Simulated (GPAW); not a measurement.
# CdTe (F-43m) in GPAW: further runs, part 3 of 3

GPAW 26.7.0.

### Step 5. One-shot levels on a semilocal density, r2SCAN

Input file run.py:

```python
import numpy as np
from ase.dft.bandgap import bandgap
from ase.io import read, write
from ase.units import Ha
from gpaw import GPAW, PW
from gpaw.hybrids.energy import non_self_consistent_energy
from gpaw.new.pw.nschse import non_self_consistent_matrix_elements

atoms = read('CdTe.cif')

calc = GPAW(mode=PW(500),
            xc='MGGA_X_R2SCAN+MGGA_C_R2SCAN',
            kpts={'size': (5, 5, 5), 'gamma': True},
            occupations={'name': 'fermi-dirac', 'width': 0.001},
            nbands=18,
            convergence={'density': 1e-06, 'bands': 16},
            maxiter=150,
            txt='gpaw.txt')
atoms.calc = calc
energy = atoms.get_potential_energy()
calc.write('gs.gpw')
write('result.traj', atoms)
print(f'Energy: {energy:.6f} eV')
print('Fermi level:', round(calc.get_fermi_level(), 4), 'eV')
print(f'Gap: {bandgap(calc)[0]:.4f} eV, direct: {bandgap(calc, direct=True)[0]:.4f} eV')

calc.write('wfs.gpw', mode='all')
eps = calc.eigenvalues()
free = calc.get_potential_energy(force_consistent=True)
semilocal_x = free + calc.get_xc_difference('MGGA_X_R2SCAN')  # without correlation
exact_x = non_self_consistent_energy(calc, 'EXX').sum()
h_x = non_self_consistent_matrix_elements(GPAW('wfs.gpw').dft, 'MGGA_X_R2SCAN')
h_exx = non_self_consistent_matrix_elements(GPAW('wfs.gpw').dft, 'EXX')
shift = np.einsum('sknn->skn', h_exx - h_x).real * Ha
np.savetxt('shift.dat', shift[..., :16].reshape((-1, 16)), fmt='%.4f')
occupied = eps < calc.get_fermi_level()
for name, a in {'r2SCAN0': 0.25, 'r2SCANh': 0.1, 'r2SCAN50': 0.5, 'r2SCAN-EpsX': 0.128}.items():
    levels = (eps + a * shift)[..., :16]
    gap = levels[~occupied[..., :16]].min() - levels[occupied[..., :16]].max()
    print(f'{name}: share {a}, energy {free + a * (exact_x - semilocal_x):.6f} eV, gap {gap:.4f} eV')
```

Input file CdTe.cif:

```cif
data_CdTe
_cell_length_a 4.53255447
_cell_length_b 4.53255447
_cell_length_c 4.53255447
_cell_angle_alpha 60.00000000
_cell_angle_beta 60.00000000
_cell_angle_gamma 60.00000000
_space_group_name_H-M_alt 'P1'
_space_group_name_Hall 'P 1'
_space_group_IT_number 1
loop_
_space_group_symop_operation_xyz
'x,y,z'
loop_
_atom_site_label
_atom_site_type_symbol
_atom_site_symmetry_multiplicity
_atom_site_Wyckoff_symbol
_atom_site_fract_x
_atom_site_fract_y
_atom_site_fract_z
_atom_site_occupancy
Te1 Te 1 a 0.7500000000 0.7500000000 0.7500000000 1
Cd1 Cd 1 a 0.0000000000 0.0000000000 0.0000000000 1
```

Potentials or basis: GPAW PAW data sets (gpaw-data 1.2.1), pw.

Started as:

```console
$ OMP_NUM_THREADS=1 python run.py
```

gpaw.txt:

```text
__  _  _
 | _ |_)|_||  |
 |__||  | ||/\| - 26.7.0

Input parameters:
  mode=PW(ecut=500.0),
  convergence={'density': 1e-06, 'bands': 16},
  kpts=MonkhorstPack(size=(5, 5, 5), gamma=True),
  maxiter=150,
  nbands=18,
  occupations=Occupations(name='fermi-dirac', width=0.001),
  xc=XC(name='MGGA_X_R2SCAN+MGGA_C_R2SCAN')

Diagonalizing LCAO Hamiltonian
Converting LCAO to pw mode

                           Te

       Cd

Atoms  # Å, Bohr magnetons
|   | symbol |        x |        y |        z |    initial magnetic moments |
|---|--------|----------|----------|----------|-----------------------------|
| 0 |     Te | 6.798832 | 3.925307 | 2.775611 | ( 0.0000,  0.0000,  0.0000) |
| 1 |     Cd | 0.000000 | 0.000000 | 0.000000 | ( 0.0000,  0.0000,  0.0000) |

Unit cell  # Å
| periodic |        x |        y |        z |  lengths |    angles |
|----------|----------|----------|----------|----------|-----------|
|      yes | 4.532554 | 0.000000 | 0.000000 | 4.532554 | 60.000000 |
|      yes | 2.266277 | 3.925307 | 0.000000 | 4.532554 | 60.000000 |
|      yes | 2.266277 | 1.308436 | 3.700815 | 4.532554 | 60.000000 |

Number of symmetries: 24
Symmetry operations  # r_c * U_cc + t_c -> r_c
|    | kind |            matrix            |
|----|------|------------------------------|
|  0 |  E   |  1, 0, 0,  0, 1, 0,  0, 0, 1 |
|  1 |  σ   |  1, 0, 0,  0, 0, 1,  0, 1, 0 |
|  2 |  σ   |  1, 0,-1,  0, 1,-1,  0, 0,-1 |
|  3 |  C3  |  1, 0,-1,  0, 0,-1,  0, 1,-1 |
|  4 |  C3  |  1,-1, 0,  0,-1, 1,  0,-1, 0 |
[... 123 lines left out ...]
  Trust region scale: 1.0
  Backstep threshold: 4.0
  History deletion threshold: 6.0
  Fourier metric: weight=20.0, sigma=0.015

occupation numbers:
  Fermi-Dirac:
    width: 0.0010  # eV

poisson solver:
  ecut: 4000.0  # eV

xc functional:
  name: MGGA_X_R2SCAN+MGGA_C_R2SCAN with 2 nearest neighbor stencil

convergence criteria:
- Maximum integral of absolute [dens]ity change: 1e-06 electrons / valence electron
- Maximum [total energy] change in last 3 cyles: 0.0005 eV / valence electron
- Maximum integral of absolute [eigenst]ate change: 4e-08 eV^2 / valence electron
maximum number of iterations: 150

SCF iterations
|iter     | |      energy | eigst |  dens |
|---------|-|-------------|-------|-------|
|iter:   1| |  -36.185488 | +2.20 |       |
|iter:   2| |  -34.369099 | +0.29 | -1.31 |
|iter:   3| |  -34.450293 | -0.91 | -1.27 |
|iter:   4| |  -34.329881 | -1.35 | -1.26 |
|iter:   5| |  -34.316331 | -2.39 | -1.60 |
|iter:   6| |  -34.318134 | -3.40 | -2.31 |
|iter:   7| |  -34.318092c| -4.64 | -2.87 |
|iter:   8| |  -34.318097c| -5.86 | -3.69 |
|iter:   9| |  -34.318097c| -6.73 | -4.25 |
|iter:  10| |  -34.318097c| -7.39 | -4.61 |
|iter:  11| |  -34.318097c| -7.82c| -5.58 |
|iter:  12| |  -34.318097c| -8.33c| -6.02c|

Converged in 12 steps
Energy contributions relative to reference atoms: (reference = -336963.801770)

Energy contributions:
  Kinetic:          25.677070
  Coulomb:         -22.634841
  Zero:              0.003340
  External:          0.000000
  Xc:              -37.363667
  Entropy:          -0.000000
  Spinorbit:         0.000000
  ----------------------------
  Free energy:     -34.318097
  Extrapolated:    -34.318097

dipole moment: (-23.207832, -13.399048, -9.474558)  # |e|*Ang

Fermi level: 4.341
Eigenvalues  # (at kpt = [0.000, 0.000, 0.000])
| band index |      eig [eV] | occ [0-2] |
|------------|---------------|-----------|
|          0 |        -7.871 |     2.000 |
|          1 |        -4.802 |     2.000 |
|          2 |        -4.802 |     2.000 |
|          3 |        -4.802 |     2.000 |
|          4 |        -4.481 |     2.000 |
|          5 |        -4.481 |     2.000 |
[... 10 lines left out ...]
|         16 |        14.512 |     0.000 |
|         17 |        14.512 |     0.000 |

Gap: 1.369 eV
Transition (v -> c):
  (s=0, k=0, n=8, [0.00, 0.00, 0.00]) -> (s=0, k=0, n=9, [0.00, 0.00, 0.00])
No difference between direct/indirect transitions
# Writing to gs.gpw (mode='')

# Writing to wfs.gpw (mode='all')
```

shift.dat:

```text
-7.0539 -8.5878 -8.5878 -8.5878 -8.6552 -8.6552 -2.9740 -2.9740 -2.9740 1.9035 2.5045 2.5045 2.5044 3.0383 3.2401 3.2401
-7.0346 -8.6043 -8.6043 -8.4699 -8.6319 -8.6619 -3.5346 -3.2459 -3.2459 2.4661 2.0539 2.8677 2.8677 2.5167 3.3427 3.3916
-7.0372 -8.5957 -8.5957 -8.4960 -8.6567 -8.6567 -3.6032 -3.0755 -3.0755 2.1470 2.5184 2.6438 2.6437 2.9052 2.9052 2.8775
-7.1011 -8.6343 -8.6122 -8.6452 -8.6620 -8.1617 -4.4348 -3.8733 -3.5811 2.8379 2.3449 2.4696 3.0612 3.3898 3.2673 3.3991
-7.0448 -8.6058 -8.6080 -8.5866 -8.6552 -8.4236 -4.1148 -3.5247 -3.1489 2.5578 2.3795 2.5556 2.8245 2.7169 3.2641 3.3353
-7.0867 -8.6107 -8.6184 -8.6567 -8.6629 -8.2261 -4.5204 -3.6944 -3.3562 2.3864 2.5198 2.8641 2.9353 3.1294 3.1974 3.0366
-7.1129 -8.6136 -8.6412 -8.6355 -8.6678 -8.1326 -4.5097 -3.8952 -3.5790 2.0676 2.5114 3.1417 3.3764 3.1547 3.3779 3.7114
-7.0897 -8.6407 -8.6407 -8.5789 -8.6713 -8.1811 -4.4909 -3.6061 -3.6061 1.9526 2.1854 3.1487 3.5106 3.5106 3.6039 3.4232
-7.0592 -8.6062 -8.6181 -8.6150 -8.6670 -8.3100 -4.3183 -3.4532 -3.4107 2.3142 2.5476 2.4660 2.9480 3.1934 3.1416 3.5200
-7.0607 -8.6050 -8.6050 -8.6638 -8.6638 -8.3113 -4.5350 -3.2355 -3.2355 2.1429 2.6120 2.6120 2.7612 3.0119 3.2749 3.2749
```

Run time: 5.3 min. Hardware: 1 thread of Arm Neoverse V1, shared host; peak memory 0.62 GiB.

What came out:

```
Free energy            : -34.3181 eV
Band gap on the k mesh : 1.37 eV, direct
```

Levels at points of the mesh, in eV from the valence-band top:
```tsv
k point	band 5	band 6	band 7	band 8	band 9	band 10	band 11	band 12	band 13	band 14
(0.00, 0.00, 0.00)	-8.34	-8.34	0.00	0.00	0.00	1.37	4.99	4.99	4.99	7.99
```

Band gaps from one-shot exact exchange on these states (eV): r2scan0 2.59, r2scanh 1.86, r2scan50 3.81, r2scan_epsx 1.99

Caveat: energy and the plain gap are those of the semilocal run; the hybrids' values are one shot on its orbitals and mesh; the PAW data sets were made with another functional, which shifts forces and pressure a little; spin-orbit coupling is left out, which moves the levels of the heavy elements.

### Step 6. Equation of state, PBE

Input file run.py:

```python
from ase.eos import EquationOfState
from ase.io import Trajectory, read
from ase.units import GPa
from gpaw import GPAW

atoms = read('CdTe.cif')

traj = Trajectory('eos.traj', 'w')
volumes, energies = [], []
for x in [0.94, 0.96, 0.98, 1.0, 1.02, 1.04, 1.06]:
    a = atoms.copy()
    a.set_cell(atoms.cell * x**(1 / 3), scale_atoms=True)
    calc = GPAW(mode='fd',
                h=0.16,
                xc='PBE',
                kpts={'size': (6, 6, 6), 'gamma': True},
                occupations={'name': 'fermi-dirac', 'width': 0.05},
                nbands=18,
                convergence={'density': 1e-05, 'energy': 1e-05},
                maxiter=150,
                txt=f'eos-{x:.2f}.txt')
    a.calc = calc
    energies.append(a.get_potential_energy(force_consistent=True))
    volumes.append(a.get_volume())
    calc.write(f'eos-{x:.2f}.gpw')
    traj.write(a)
    print(f'{x:.2f} {volumes[-1]:10.4f} A^3 {energies[-1]:14.6f} eV', flush=True)

v0, e0, B = EquationOfState(volumes, energies, eos='birchmurnaghan').fit()
print(f'V0 = {v0:.4f} A^3, E0 = {e0:.6f} eV, B0 = {B / GPa:.2f} GPa')
```

CdTe.cif is that of step 5.

Potentials or basis: GPAW PAW data sets (gpaw-data 1.2.1), fd.

Started as:

```console
$ OMP_NUM_THREADS=1 python run.py
```

The log of the run:

```text
__  _  _
 | _ |_)|_||  |
 |__||  | ||/\| - 26.7.0

Input parameters:
  mode=FD(),
  convergence={'density': 1e-05, 'energy': 1e-05},
  h=0.16,
  kpts=MonkhorstPack(size=(6, 6, 6), gamma=True),
  maxiter=150,
  nbands=18,
  occupations=Occupations(name='fermi-dirac', width=0.05),
  xc=XC(name='PBE')

Diagonalizing LCAO Hamiltonian
Converting LCAO to fd mode

                          Te

       Cd

Atoms  # Å, Bohr magnetons
|   | symbol |        x |        y |        z |    initial magnetic moments |
|---|--------|----------|----------|----------|-----------------------------|
| 0 |     Te | 6.660041 | 3.845177 | 2.718950 | ( 0.0000,  0.0000,  0.0000) |
| 1 |     Cd | 0.000000 | 0.000000 | 0.000000 | ( 0.0000,  0.0000,  0.0000) |

Unit cell  # Å
| periodic |        x |        y |        z |  lengths |    angles |
[... 164 lines left out ...]
maximum number of iterations: 150

SCF iterations
|iter     | |      energy | eigst |  dens |
|---------|-|-------------|-------|-------|
|iter:   1| |   -5.091020 | +0.36 |       |
|iter:   2| |   -5.061467 | -1.25 | -1.26 |
|iter:   3| |   -4.892167 | -1.24 | -1.30 |
|iter:   4| |   -4.892806 | -2.57 | -1.81 |
|iter:   5| |   -4.893101 | -3.26 | -2.21 |
|iter:   6| |   -4.893141 | -4.29 | -3.11 |
|iter:   7| |   -4.893151c| -5.08 | -3.48 |
|iter:   8| |   -4.893151c| -5.82 | -4.32 |
|iter:   9| |   -4.893151c| -6.66 | -5.04c|
|iter:  10| |   -4.893151c| -7.37 | -5.28c|
|iter:  11| |   -4.893151c| -7.63c| -5.50c|

Converged in 11 steps
Energy contributions relative to reference atoms: (reference = -336963.801770)

Energy contributions:
  Kinetic:          27.794106
  Coulomb:         -24.682516
  Zero:              0.289145
  External:          0.000000
  Xc:               -8.293886
  Entropy:          -0.000000
  Spinorbit:         0.000000
  ----------------------------
  Free energy:      -4.893151
  Extrapolated:     -4.893151

dipole moment: (-22.584714, -13.039290, -9.220171)  # |e|*Ang

Fermi level: 5.353
Eigenvalues  # (at kpt = [0.000, 0.000, 0.000])
| band index |      eig [eV] | occ [0-2] |
|------------|---------------|-----------|
|          0 |        -6.961 |     2.000 |
|          1 |        -3.828 |     2.000 |
|          2 |        -3.828 |     2.000 |
|          3 |        -3.827 |     2.000 |
|          4 |        -3.488 |     2.000 |
|          5 |        -3.488 |     2.000 |
[... 10 lines left out ...]
|         16 |        14.886 |     0.000 |
|         17 |        14.904 |     0.000 |

Gap: 1.062 eV
Transition (v -> c):
  (s=0, k=0, n=8, [0.00, 0.00, 0.00]) -> (s=0, k=0, n=9, [0.00, 0.00, 0.00])
No difference between direct/indirect transitions
# Writing to eos-0.94.gpw (mode='')
```

stdout:

```text
0.94    61.8931 A^3      -4.893151 eV
0.96    63.2099 A^3      -4.950655 eV
0.98    64.5268 A^3      -4.997656 eV
1.00    65.8437 A^3      -5.035347 eV
1.02    67.1606 A^3      -5.064615 eV
1.04    68.4774 A^3      -5.086166 eV
1.06    69.7943 A^3      -5.100700 eV
<dir> UserWarning: The minimum volume of your fit is not in your volumes.  You may not have a minimum in your dataset!
  warnings.warn(
V0 = 72.3889 A^3, E0 = -5.111508 eV, B0 = 34.87 GPa
```

Run time: 3.5 min. Hardware: 1 thread of Arm Neoverse V1, shared host; peak memory 0.59 GiB.

Results:

```yaml
Equilibrium_volume: "36.19 Å³/atom (rough: see the caveat)"
Bulk_modulus: 35 GPa (rough)
```

Energy against volume, from the lowest point:
```
volume (Å³/atom)  energy (meV/atom)
          30.947             103.77
          31.605              75.02
          32.263              51.52
          32.922              32.68
          33.580              18.04
          34.239               7.27
          34.897               0.00
```

Caveat: the minimum lies outside the volumes run.

### Step 7. Overview

| task | level | potentials or basis | k mesh | cutoff (eV) | smearing | response ecut | response k mesh | response bands | kernels | coarser k mesh | grid spacing | gap on the mesh (eV) |
| --- | --- | --- | --- | --- | --- | --- | --- | --- | --- | --- | --- | --- |
| dielectric tensor | PBE | GPAW PAW data sets (gpaw-data 1.2.1), pw | 6 × 6 × 6 | 450 | fermi-dirac 0.001 eV | 80 eV | 18 × 18 × 18 | 25 | ["RPA", "LR0.1", "LR0.3"] | 13 × 13 × 13 | - | 0.87 |
| dielectric tensor | PBE | GPAW PAW data sets (gpaw-data 1.2.1), pw | 6 × 6 × 6 | 500 | fermi-dirac 0.001 eV | 80 eV | 18 × 18 × 18 | 25 | ["RPA", "LR0.1", "Bootstrap"] | 13 × 13 × 13 | - | 0.87 |
| one-shot levels on a semilocal density | r2SCAN | GPAW PAW data sets (gpaw-data 1.2.1), pw | 5 × 5 × 5 | 500 | fermi-dirac 0.001 eV | - | - | - | - | - | - | 1.37 |
| equation of state | PBE | GPAW PAW data sets (gpaw-data 1.2.1), fd | 6 × 6 × 6 | - | fermi-dirac 0.05 eV | - | - | - | - | - | 0.16 Å | - |

Alike in all rows: no spin polarisation; cell as given.

Caveats: spin-orbit coupling is left out, which moves the levels of the heavy elements (some runs); the long-wavelength limit can be off by several per cent where d states take part (some runs); energy and the plain gap are those of the semilocal run (some runs); the hybrids' values are one shot on its orbitals and mesh (some runs); the PAW data sets were made with another functional, which shifts forces and pressure a little (some runs); the minimum lies outside the volumes run (some runs).

Absolute energies hang on the potentials; compare differences alone.

### Step 8. Comparison with measurements

Step 2. Measured gap of CdTe: 1.607 eV (0 K; a printed reference work, data compilation). This calculation gives 0.87 eV (-0.74 eV). Spin-orbit coupling on Cd, Te is left out. The value is that of PBE on a finite k mesh, which can miss the band edges, without temperature or zero-point motion. Semilocal functionals fall short of measured gaps as a rule.

Step 4. A measured gap of CdTe is 1.607 eV (0 K; a printed reference work, data compilation); the calculated 0.87 eV misses it by -0.74 eV. Spin-orbit coupling on Cd, Te is left out. The value is that of PBE on a finite k mesh, which can miss the band edges, without temperature or zero-point motion. Semilocal functionals fall short of measured gaps as a rule.

Step 5. A measured gap of CdTe is 1.607 eV (0 K; a printed reference work, data compilation); the calculated 1.37 eV misses it by -0.24 eV. Spin-orbit coupling on Cd, Te is left out. The value is that of r2SCAN, without temperature or zero-point motion.
